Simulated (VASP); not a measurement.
Set up this calculation in VASP 6.6.1, as an ASE script.

- Task: relaxation of the atoms
- Functional: r2SCAN
- Potentials or basis: VASP PAW PBE potentials, release 64 (Pb_d, Te)
- Cutoff: 520 eV
- k mesh: 7 × 7 × 7
- Occupations: gaussian, width 0.05 eV
- Spin: no spin polarisation
- Optimiser: vasp
- Further INCAR settings: ALGO = Normal; EDIFF = 1.00e-06; IBRION = 2; EDIFFG = -1.00e-02; NSW = 60

The structure of TePb lies in POSCAR:

```
TePb
1.0
    0.0000000000      3.2310000000      3.2310000000
    3.2310000000      0.0000000000      3.2310000000
    3.2310000000      3.2310000000      0.0000000000
Pb Te
1 1
Direct
   -0.0014010000      0.0053550000     -0.0009410000
    0.5070250000      0.4934680000      0.5030170000
```

The cell isn't the ideal one: atoms moved at random, drawn with an rms of 0.02 Å.

One way to write it, as run:

run.py

```python
from ase.calculators.vasp import Vasp
from ase.io import read

atoms = read('POSCAR')
calc = Vasp(
    directory='calc',
    xc='r2scan',
    pp='PBE',
    setups='recommended',
    prec='Accurate',
    encut=520,
    ediff=1e-06,
    ismear=0,
    sigma=0.05,
    lreal=False,
    lasph=True,
    nelm=80,
    algo='Normal',
    isif=2,
    lwave=False,
    lcharg=False,
    lmixtau=True,
    ibrion=2,
    nsw=60,
    ediffg=-0.01,
    kpts=[7, 7, 7],
    gamma=True,
)
atoms.calc = calc

print('energy (eV):', atoms.get_potential_energy())
print('free energy (eV):', atoms.get_potential_energy(force_consistent=True))
print('forces (eV/A):')
print(atoms.get_forces())
print('stress (eV/A^3, Voigt):', atoms.get_stress())
print('Fermi level (eV):', calc.get_fermi_level())
print('cell (A, degrees):', atoms.cell.cellpar())
print('volume (A^3):', atoms.get_volume())
print('scaled positions:')
print(atoms.get_scaled_positions())
```

Potentials or basis: VASP PAW PBE potentials, release 64 (Pb_d, Te).

The run is started by

```console
$ python run.py
```

Results of the run:

```yaml
Energy_gained_by_relaxing: 0.3 meV/atom
Ionic_steps: 5
Pressure_after_relaxing: 1.5 GPa
Band_gap_on_the_k_mesh: 1.27 eV, direct
```

Caveat: the PAW data sets were made with another functional, which shifts forces and pressure a little; spin-orbit coupling is left out, which as a rule narrows the gap of such compounds by several tenths of an eV; an odd mesh through Γ misses points on the zone boundary, where band edges often lie.

It took 14 min on 1 thread of Intel(R) Xeon(R) 6975P-C (Granite Rapids), on a shared host, peak memory 0.36 GiB.
